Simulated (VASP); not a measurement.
Hf, 1 atom in the cell. The structure is cubic, space group Fm-3m (No. 225). Conventional cell: a = 4.485 Å, b = 4.485 Å, c = 4.485 Å, α = 90.00°, β = 90.00°, γ = 90.00°. Around Hf (site symmetry m-3m) lie 12 Hf at 3.17 Å. The cell was built by a generator and needn't be a form met in nature.

- Program: VASP 6.6.1
- Task: single point
- Functional: PBE
- Potentials or basis: VASP PAW PBE potentials, release 64 (Hf_pv)
- Cutoff: 520 eV
- k mesh: 16 × 16 × 16
- Occupations: gaussian, width 0.05 eV
- Spin: no spin polarisation
- Dipole correction: no
- Further INCAR settings: ALGO = Normal; EDIFF = 1e-06; NBANDS = 11

Potentials or basis: VASP PAW PBE potentials, release 64 (Hf_pv).

The run is started by

```bash
$ cat potpaw_PBE.64/Hf_pv/POTCAR > POTCAR
$ mpirun -np 1 vasp_std > vasp.out
```

Hardware: 1 thread of Intel(R) Xeon(R) Platinum 8488C (Sapphire Rapids), with other jobs on the host.

Q: Estimate the wall time of this run.

A: Wall time 14 s on 1 thread of Intel(R) Xeon(R) Platinum 8488C (Sapphire Rapids), on a shared host, peak memory 0.16 GiB. Counts: scf iterations 11, k points 145.
